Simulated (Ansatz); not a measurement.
**CdSe: band gap under strain**

Aim: follow the gap of CdSe in the zincblende structure through these states: +2.0 % equal strain in all directions; +3.0 % equal strain in all directions; +4.0 % equal strain in all directions. The table at the end shows which levels were run.

The runs shown are made with Ansatz 0.2.0. PAW datasets, plane waves. The values are computed, spin-unpolarised, and not measurements.

### 1 The cell

The unstrained cell was relaxed with r2SCAN; in each strained cell the atoms were relaxed again with r2SCAN. Names of k-points are those of the unstrained zone, where strain can split equivalent points. First state: +2.0 % equal strain in all directions.

It is cubic, F-43m (No. 216); conventional cell a = 6.258 Å, 30.64 Å³ an atom. Cd has 4 Se at 2.71 Å; Se has 4 Cd at 2.71 Å.

Coordinates:

Space group F-43m (No. 216). a = 6.258 Å, b = 6.258 Å, c = 6.258 Å, α = 90.00°, β = 90.00°, γ = 90.00°
```tsv
atom	site	symmetry	x	y	z
Cd	4a	-43m	0.0000	0.0000	0.0000
Se	4d	-43m	0.2500	0.2500	0.7500
```

From earlier runs on the unstrained cell: PBE 0.56 eV, r2SCAN 1.04 eV, HSE06 1.48 eV, r2SCAN+SOC 0.92 eV, G0W0 1.10 eV (on its mesh); a = 6.136 Å.

### 2 +2.0 % equal strain in all directions: PBE

File input.yaml:

```yaml
crystal:
  lattice:
    - [0.0, 3.1291365847, 3.1291365847]
    - [3.1291365847, 0.0, 3.1291365847]
    - [3.1291365847, 3.1291365847, 0.0]
  atoms:
    - { symbol: Cd, position: [0.0, 0.0, 0.0] }
    - { symbol: Se, position: [0.25, 0.25, 0.25] }
kpoints:
  mp_grid: { grid: [8, 8, 8] }
  band_path:
    path:
      - [0.0, 0.0, 0.0]
      - [-0.5, -0.5, 0.0]
      - [-0.375, -0.375, 0.25]
      - [-0.375, 0.0, 0.375]
      - [0.0, 0.0, 0.5]
      - [-0.5, -0.25, 0.25]
    npoints: 1
hamiltonian:
  xc: pbe
scf:
  occupations: { method: fermi_dirac, width: 0.02 }
  n_extra_bands: 4
output:
  forces: true
  stress: true
  eigenvalues: true
```

Started as:

```sh
$ ansatz run input.yaml --threads 2 --pin off --max-ram 29491MiB --backend cpu --events-out ev --progress --plain --runs-dir out
```

After this run come: +2.0 % equal strain in all directions: r2SCAN; +2.0 % equal strain in all directions: HSE06; +2.0 % equal strain in all directions: r2SCAN+SOC; +2.0 % equal strain in all directions: r2SCAN; +2.0 % equal strain in all directions: G0W0@PBE; +3.0 % equal strain in all directions: PBE; +3.0 % equal strain in all directions: r2SCAN; +3.0 % equal strain in all directions: HSE06; +3.0 % equal strain in all directions: r2SCAN+SOC; +3.0 % equal strain in all directions: r2SCAN; +3.0 % equal strain in all directions: G0W0@PBE; +4.0 % equal strain in all directions: PBE; +4.0 % equal strain in all directions: r2SCAN; +4.0 % equal strain in all directions: HSE06; +4.0 % equal strain in all directions: r2SCAN+SOC; +4.0 % equal strain in all directions: r2SCAN; +4.0 % equal strain in all directions: G0W0@PBE.

What does the calculation give?

The runs gave:

Least gap in eV (negative: overlap), with the change from the unstrained cell in brackets. G0W0 is on its own coarse mesh.

| state | volume change (%) | PBE | r2SCAN | HSE06 | G0W0 |
| --- | --- | --- | --- | --- | --- |
| +2.0 % equal strain in all directions | +6.1 | 0.43 (-0.13) | 0.90 (-0.14) | 1.33 (-0.15) | 0.94 (-0.16) |
| +3.0 % equal strain in all directions | +9.3 | 0.37 (-0.19) | 0.84 (-0.20) | 1.26 (-0.22) | 0.86 (-0.24) |
| +4.0 % equal strain in all directions | +12.5 | 0.31 (-0.25) | 0.77 (-0.27) | 1.19 (-0.29) | 0.78 (-0.32) |

**Reading.** The largest move of the HSE06 gap in the table is -0.296 eV, under +4.0 % equal strain in all directions. PBE and HSE06 differ by 0.93 eV on the unstrained gap, and by at most 0.05 eV on its change: PBE follows the response to strain far better than the gap itself. No extrapolation in bands, cutoff or mesh was made for G0W0.
